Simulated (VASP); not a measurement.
# Cd (P6_3/mmc) in VASP: notebook

The runs below take Cd through single point, relaxation of cell and atoms, with PBEsol, RPBE.

Everything below comes from runs of VASP 6.6.1. Logs are shortened: lines on timing, memory, paths and dates and some standing lists are left out, and cuts for length are marked.

## 1. The crystal as given

Symmetry: P6_3/mmc, No. 194, hexagonal system. Conventional cell: a = 2.958 Å, b = 2.958 Å, c = 5.886 Å, α = 90.00°, β = 90.00°, γ = 120.00°. Cd (site symmetry -6m2) is surrounded by 6 Cd at 2.96 Å.

## 2. Single point, PBEsol

INCAR

```
ALGO = Fast
EDIFF = 1E-7
ENCUT = 520
GGA = PS
ISIF = 2
ISMEAR = 0
LASPH = True
LCHARG = True
LELF = True
LREAL = False
LVHAR = True
LWAVE = False
NBANDS = 19
NELM = 60
PREC = Accurate
SIGMA = 0.1
```

KPOINTS

```
k-points
0
Gamma
  18 18 8
```

POSCAR

```
Cd
1.0
    2.9584748200      0.0000000000      0.0000000000
   -1.4792374100      2.5621143500      0.0000000000
    0.0000000000      0.0000000000      5.8859279300
Cd
2
Direct
    0.3333333300      0.6666666700      0.2500000000
    0.6666666700      0.3333333300      0.7500000000
```

Potentials or basis: VASP PAW PBE potentials, release 64 (Cd).

On the command line:

```
$ cat potpaw_PBE.64/Cd/POTCAR > POTCAR
$ mpirun -np 1 vasp_std > vasp.out
```

OUTCAR:

```text
EDIFF = 1E-7
   ENCUT = 520
   GGA = PS
   ISIF = 2
   ISMEAR = 0
   LASPH = True
   LREAL = False
   NELM = 60
   PREC = Accurate

 ion  position               nearest neighbor table
   1  0.333  0.667  0.250-   2 3.40   2 3.40   2 3.40   2 3.40   2 3.40   2 3.40
   2  0.667  0.333  0.750-   1 3.40   1 3.40   1 3.40   1 3.40   1 3.40   1 3.40

  LATTYP: Found a hexagonal cell.
 ALAT       =     2.9584748200
 C/A-ratio  =     1.9895142897

  Lattice vectors:

 A1 = (   2.9584748200,   0.0000000000,   0.0000000000)
 A2 = (  -1.4792374100,   2.5621143500,   0.0000000000)
 A3 = (   0.0000000000,   0.0000000000,   5.8859279300)

Analysis of symmetry for initial positions (statically):
=====================================================================
 Subroutine PRICEL returns:
 Original cell was already a primitive cell.

 Routine SETGRP: Setting up the symmetry group for a
 hexagonal supercell.

 Subroutine GETGRP returns: Found 24 space group operations
 (whereof 12 operations were pure point group operations)
 out of a pool of 24 trial point group operations.

The static configuration has the point symmetry D_3d.
 The point group associated with its full space group is D_6h.

Analysis of symmetry for dynamics (positions and initial velocities):
=====================================================================
 Subroutine PRICEL returns:
 Original cell was already a primitive cell.

 Routine SETGRP: Setting up the symmetry group for a
 hexagonal supercell.

 Subroutine GETGRP returns: Found 24 space group operations
 (whereof 12 operations were pure point group operations)
 out of a pool of 24 trial point group operations.

The dynamic configuration has the point symmetry D_3d.
 The point group associated with its full space group is D_6h.

 Subroutine INISYM returns: Found 24 space group operations
 (whereof 12 operations are pure point group operations),
 and found     1 'primitive' translations

----------------------------------------------------------------------------------------

                                     Primitive cell

  volume of cell :      44.6150

  direct lattice vectors                    reciprocal lattice vectors
     2.958474820  0.000000000  0.000000000     0.338012003  0.195151321  0.000000000
    -1.479237410  2.562114350  0.000000000     0.000000000  0.390302642  0.000000000
     0.000000000  0.000000000  5.885927930     0.000000000  0.000000000  0.169896746

  length of vectors
     2.958474820  2.958474820  5.885927930     0.390302642  0.390302642  0.169896746

  position of ions in fractional coordinates (direct lattice)
     0.333333330  0.666666670  0.250000000
     0.666666670  0.333333330  0.750000000

  ion indices of the primitive-cell ions
   primitive index   ion index
                 1           1
                 2           2

----------------------------------------------------------------------------------------

 KPOINTS: k-points

Automatic generation of k-mesh.
 Grid dimensions read from file:
 generate k-points for:   18   18    8

 Generating k-lattice:

  Cartesian coordinates                     Fractional coordinates (reciprocal lattice)
     0.018778445  0.010841740  0.000000000     0.055555556  0.000000000  0.000000000
     0.000000000  0.021683480  0.000000000     0.000000000  0.055555556  0.000000000
     0.000000000  0.000000000  0.021237093     0.000000000  0.000000000  0.125000000

  Length of vectors
     0.021683480  0.021683480  0.021237093

  Shift w.r.t. Gamma in fractional coordinates (k-lattice)
     0.000000000  0.000000000  0.000000000

 Subroutine IBZKPT returns following result:
 ===========================================

 Found    185 irreducible k-points:

 Following reciprocal coordinates:
            Coordinates               Weight
  0.000000  0.000000  0.000000      1.000000
  0.055556 -0.000000  0.000000      6.000000
  0.111111 -0.000000  0.000000      6.000000
  0.166667  0.000000  0.000000      6.000000
  0.222222 -0.000000  0.000000      6.000000
  0.277778  0.000000  0.000000      6.000000
[... 16 lines left out ...]
  0.333333  0.111111  0.000000     12.000000
  0.388889  0.111111  0.000000     12.000000
 [... further k-points ...]
   k-points           NKPTS =    185   k-points in BZ     NKDIM =    185   number of bands    NBANDS=     19
   number of dos      NEDOS =    301   number of ions     NIONS =      2
   total plane-waves  NPLWV =  27648
   dimension x,y,z NGX =    24 NGY =   24 NGZ =   48
   dimension x,y,z NGXF=    48 NGYF=   48 NGZF=   96
   ions per type =               2
   NGX,Y,Z   is equivalent  to a cutoff of  13.49, 13.49, 13.56 a.u.
   NGXF,Y,Z  is equivalent  to a cutoff of  26.97, 26.97, 27.11 a.u.
 SYSTEM =  unknown system
   PREC   = accura    normal or accurate (medium, high low for compatibility)
   ISTART =      0    job   : 0-new  1-cont  2-samecut
   ICHARG =      2    charge: 1-file 2-atom 10-const
   ISPIN  =      1    spin polarized calculation?
   LNONCOLLINEAR =      F non collinear calculations
   LSORBIT =      F    spin-orbit coupling
   LASPH  =      T    aspherical Exc in radial PAW
   ENCUT  =  520.0 eV  38.22 Ry    6.18 a.u.   5.50  5.50 10.94*2*pi/ulx,y,z
   NELM   =     60;   NELMIN=  2; NELMDL= -5     # of ELM steps
   EDIFF  = 0.1E-06   stopping-criterion for ELM
   LREAL  =      F    real-space projection
   EDIFFG = 0.1E-05   stopping-criterion for IOM
   NSW    =      0    number of steps for IOM
   IBRION =     -1    ionic relax: 0-MD 1-quasi-New 2-CG
   NFREE  =      0    steps in history (QN), initial steepest desc. (CG)
   ISIF   =      2    stress and relaxation
   ISYM   =      2    0-nonsym 1-usesym 2-fastsym
   POTIM  = 0.5000    time-step for ionic-motion
   TEBEG  =    0.0;   TEEND  =   0.0 temperature during run
   PSTRESS=    0.0 pullay stress
   NELECT =      24.0000    total number of electrons
   NUPDOWN=      -1.0000    fix difference up-down
   EMIN   =  10.00;   EMAX   =-10.00  energy-range for DOS
   EFERMI =   0.00;   METHOD = LEGACY
   ISMEAR =     0;   SIGMA  =   0.10  broadening in eV -4-tet -1-fermi 0-gaus
   EFERMI_NEDOS =   21; number of points for ismear=-14 and -15
   IALGO  =     68    algorithm
   IMIX   =      4    mixing-type and parameters
     AMIX     =   0.40;   BMIX     =  1.00
     AMIX_MAG =   1.60;   BMIX_MAG =  1.00
  volume/ion in A,a.u.               =      22.31       150.54
  Fermi-wavevector in a.u.,A,eV,Ry     =   1.331429  2.516037 24.119105  1.772704
  Thomas-Fermi vector in A             =   2.460441
   LORBIT       =      0    0 simple, 1 ext, 2 COOP (PROOUT), +10 PAW based schemes
   GGA     = PS    functional components
   LHFCALC =     F    Hartree Fock is set to
   AEXX    =    0.0000 exact exchange contribution
   IVDW    =     0    specifies the selected vdW correction
   LEPSILON=     F    determine dielectric tensor
   LRPA    =     F    only Hartree local field effects (RPA)
 non-spin polarized calculation
 RMM-DIIS sequential band-by-band and
 Gauss-broadening in eV      SIGMA  =   0.10
  energy-cutoff  :      520.00
  volume of cell :       44.62
 maximum number of plane-waves:      1239
 NGX is ok and might be reduce to    24
   NGX = 11   NGY = 11   NGZ = 21

 number of electron      24.0000002 magnetization

 Free energy of the ion-electron system (eV)
  ---------------------------------------------------
  ext. energy  EPLUGINS =         0.00000000
  ---------------------------------------------------
  free energy    TOTEN  =        -2.38204752 eV

  energy without entropy =       -2.38034696  energy(sigma->0) =       -2.38119724

 E-fermi :   2.4882     XC(G=0): -11.0211

 val. band max:        2.4362351464   @ k =   0.3889   0.1111   0.0000
 cond. band min:       2.5462691674   @ k =   0.2778   0.0556   0.0000
 fundamental gap:      0.1100340210
 Fermi energy:         2.4882100560

 k-point     1 :       0.0000    0.0000    0.0000
  band No.  band energies     occupation
      1      -7.2459      2.00000
      2      -7.0616      2.00000
      3      -6.6036      2.00000
      4      -6.6036      2.00000
      5      -6.5676      2.00000
      6      -6.5676      2.00000
[... 11 lines left out ...]
     18      17.9601      0.00000
     19      18.4618      0.00000

 k-point     2 :       0.0556   -0.0000    0.0000
  band No.  band energies     occupation
      1      -7.2104      2.00000
      2      -7.0254      2.00000
      3      -6.6168      2.00000
      4      -6.5800      2.00000
      5      -6.5737      2.00000
      6      -6.5384      2.00000
[... 11 lines left out ...]
     18      17.3013      0.00000
     19      18.7983      0.00000

 k-point     3 :       0.1111   -0.0000    0.0000
  band No.  band energies     occupation
      1      -7.1193      2.00000
      2      -6.9411      2.00000
      3      -6.6504      2.00000
      4      -6.6046      2.00000
      5      -6.4869      2.00000
      6      -6.4536      2.00000
[... 11 lines left out ...]
     18      16.9038      0.00000
     19      18.4843      0.00000

 k-point     4 :       0.1667    0.0000    0.0000
  band No.  band energies     occupation
      1      -7.0397      2.00000
      2      -6.8690      2.00000
      3      -6.6867      2.00000
      4      -6.5743      2.00000
      5      -6.3511      2.00000
      6      -6.3213      2.00000
[... 11 lines left out ...]
     18      16.4727      0.00000
     19      16.6948      0.00000

 k-point     5 :       0.2222   -0.0000    0.0000
  band No.  band energies     occupation
      1      -7.0610      2.00000
      2      -6.8942      2.00000
      3      -6.6193      2.00000
      4      -6.4535      2.00000
      5      -6.4327      2.00000
      6      -6.2228      2.00000
[... 11 lines left out ...]
     18      15.0664      0.00000
     19      16.2606      0.00000
[... 334 lines left out ...]
      2      -6.8649      2.00000
      3      -6.6168      2.00000
      4      -6.5740      2.00000
      5      -6.4064      2.00000
      6      -6.3993      2.00000
[... 11 lines left out ...]
     18      14.7022      0.00000
     19      14.7075      0.00000

 k-point    22 :       0.2778    0.1111    0.0000
  band No.  band energies     occupation
      1      -7.1090      2.00000
      2      -6.9574      2.00000
      3      -6.7522      2.00000
      4      -6.4670      2.00000
      5      -6.4224      2.00000
      6      -6.2318      2.00000
[... 11 lines left out ...]
     18      14.0981      0.00000
     19      14.8486      0.00000

 k-point    23 :       0.3333    0.1111    0.0000
  band No.  band energies     occupation
      1      -7.1866      2.00000
      2      -7.0337      2.00000
      3      -6.8541      2.00000
      4      -6.5196      2.00000
      5      -6.3032      2.00000
      6      -6.2771      2.00000
[... 11 lines left out ...]
     18      13.6246      0.00000
     19      14.6047      0.00000

 k-point    24 :       0.3889    0.1111    0.0000
  band No.  band energies     occupation
      1      -7.2373      2.00000
      2      -7.0835      2.00000
      3      -6.9171      2.00000
      4      -6.5528      2.00000
      5      -6.3124      2.00000
      6      -6.2279      2.00000
[... 11 lines left out ...]
     18      13.3235      0.00000
     19      14.4215      0.00000

 [... further k-points ...]
[... 5 lines left out ...]
  --------------------------------------------------------------------------------------
  -------------------------------------------------------------------------------------
  Total       -0.4347185     -0.4347185     -0.7581160     -0.0000000     -0.0000000      0.0000000
  in kB      -15.6112401    -15.6112401    -27.2248123     -0.0000000     -0.0000000      0.0000000
  external PRESSURE =     -19.4824309 kB  Pullay stress =       0.0000000 kB

 VOLUME and BASIS-vectors are now :
 -----------------------------------------------------------------------------
  energy-cutoff  :      520.00
  volume of cell :       44.62
      direct lattice vectors                 reciprocal lattice vectors
     2.958474820  0.000000000  0.000000000     0.338012003  0.195151321  0.000000000
    -1.479237410  2.562114350  0.000000000     0.000000000  0.390302642  0.000000000
     0.000000000  0.000000000  5.885927930     0.000000000  0.000000000  0.169896746

 POSITION                                       TOTAL-FORCE (eV/Angst)
 -----------------------------------------------------------------------------------
     -0.00000      1.70808      1.47148         0.000000      0.000000      0.000000
      1.47924      0.85404      4.41445        -0.000000     -0.000000      0.000000
 -----------------------------------------------------------------------------------
    total drift:                               -0.000002      0.000001      0.000000

  FREE ENERGIE OF THE ION-ELECTRON SYSTEM (eV)
  ---------------------------------------------------
  free  energy   TOTEN  =        -2.3820475218 eV

  energy  without entropy=       -2.3803469630  energy(sigma->0) =       -2.38119724
```

It took 79 s on 1 thread of Intel Xeon Platinum 8375C at 2.90GHz (Ice Lake), shared host; peak memory 0.26 GiB.

What came out:

| Quantity | Value |
| --- | --- |
| Free energy | -2.3820 eV |
| Pressure | -1.9 GPa |
| Band gap on the k mesh | none (metal or under the smearing width) |

Caveat: the PAW data sets were made with another functional, which shifts forces and pressure a little.

[end of part 1 of 3]
